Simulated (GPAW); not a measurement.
Crystal: BeS.

```xyz
2
Lattice="0.0000 2.4250 2.4250 2.4250 0.0000 2.4250 2.4250 2.4250 0.0000" Properties=species:S:1:pos:R:3 pbc="T T T"
S     3.6375    3.6375    3.6375
Be    0.0000    0.0000    0.0000
```

Base run:

| Quantity | Value |
| --- | --- |
| Program | GPAW 26.7.0 |
| Functional | LDA |
| Potentials or basis | the program's PAW data sets (release 1.2.1) made for this functional |
| Cutoff | 800 eV |
| Basis | pw |
| k mesh | 9 × 9 × 9 |
| Occupations | fermi-dirac, width 0.05 eV |
| Spin | no spin polarisation |

Its results: band gap on the k mesh 2.99 eV, indirect (least direct gap 5.51 eV); pressure -2.6 GPa.

Task: After a change of settings the same cell gave: band gap on the k mesh 3.28 eV, indirect (least direct gap 5.70 eV); pressure 4.2 GPa. Which change was it?
A. functional from LDA to revPBE
B. functional from LDA to r2SCAN; potentials or basis from the program's PAW data sets (release 1.2.1) made for this functional to GPAW PAW data sets (gpaw-data 1.2.1)
C. functional from LDA to PBEsol; potentials or basis from the program's PAW data sets (release 1.2.1) made for this functional to PAW data sets generated in the run's folder for this functional
D. functional from LDA to PBE; potentials or basis from the program's PAW data sets (release 1.2.1) made for this functional to GPAW PAW data sets (gpaw-data 1.2.1)

Result: A.

revPBE binds less tightly than LDA, so the same cell stands under more pressure.

Caveats: an odd mesh through Γ misses points on the zone boundary, where band edges often lie.
